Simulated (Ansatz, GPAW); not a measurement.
This is a calculation of Sb (Antimony) for Ansatz 0.2.0. 

File input.yaml:

```yaml
crystal:
  lattice:
    - [2.1542, 1.2437279499, 3.758]
    - [-2.1542, 1.2437279499, 3.758]
    - [0.0, -2.4874558998, 3.758]
  atoms:
    - { symbol: Sb, position: [0.76651, 0.76651, 0.76651] }
    - { symbol: Sb, position: [0.23349, 0.23349, 0.23349] }
hamiltonian:
  xc: pbe
  pseudopotentials: { kind: paw }
kpoints:
  mp_grid: { grid: [8, 8, 8] }
scf:
  occupations: { method: gaussian, width: 0.023 }
output:
  forces: true
  stress: true
  eigenvalues: true
  write_density: true
  write_potential: true
  elf: true
  volumetric_format: npy
```

Potentials or basis: Ansatz PAW.

Launch:

```console
$ ansatz run input.yaml --threads 2 --pin off --max-ram 5632MiB --backend cpu --events-out ev --progress --plain --runs-dir out
```

Task: Set up the same calculation for GPAW 26.7.0 (ASE script). Potentials or basis there: GPAW PAW data sets (gpaw-data 1.2.1), cutoff 600 eV.

Result: As run (cutoffs and basis follow the program's own potentials, and thresholds, step limits or extra output files can differ):

run.py

```python
from ase.dft.bandgap import bandgap
from ase.io import read, write
from ase.units import GPa
from gpaw import GPAW, PW

atoms = read('POSCAR')

calc = GPAW(mode=PW(600),
            xc='PBE',
            kpts={'size': (8, 8, 8), 'gamma': True},
            occupations={'name': 'methfessel-paxton', 'order': 0, 'width': 0.023},
            nbands=25,
            convergence={'density': 1e-05, 'energy': 1e-05},
            maxiter=150,
            txt='gpaw.txt')
atoms.calc = calc
energy = atoms.get_potential_energy()
forces = atoms.get_forces()
stress = atoms.get_stress()
calc.write('gs.gpw')
write('result.traj', atoms)
print(f'Energy: {energy:.6f} eV')
print('Forces (eV/A):')
print(forces.round(4))
print('Stress (GPa):', (stress / GPa).round(3))
print('Fermi level:', round(calc.get_fermi_level(), 4), 'eV')
print(f'Gap: {bandgap(calc)[0]:.4f} eV, direct: {bandgap(calc, direct=True)[0]:.4f} eV')
```

File POSCAR:

```
Sb
1.0
    2.1542000000      1.2437279499      3.7580000000
   -2.1542000000      1.2437279499      3.7580000000
    0.0000000000     -2.4874558998      3.7580000000
Sb
2
Direct
    0.7665100000      0.7665100000      0.7665100000
    0.2334900000      0.2334900000      0.2334900000
```

Potentials or basis: GPAW PAW data sets (gpaw-data 1.2.1), pw.

Command:

```bash
$ OMP_NUM_THREADS=1 python run.py
```

Both were run:

|  | Ansatz | GPAW |
| --- | --- | --- |
| Pressure | 2.7 GPa | 2.4 GPa |
| Largest force | 0.142 eV/Å | 0.125 eV/Å |

Ansatz's pressure holds a Pulay term of +0.03 GPa for its cutoff of 420 eV, which the other run lacks.

Where Ansatz's input types no cutoff or centring, it takes its own default and a Γ-centred mesh.

Pressure is positive in compression.
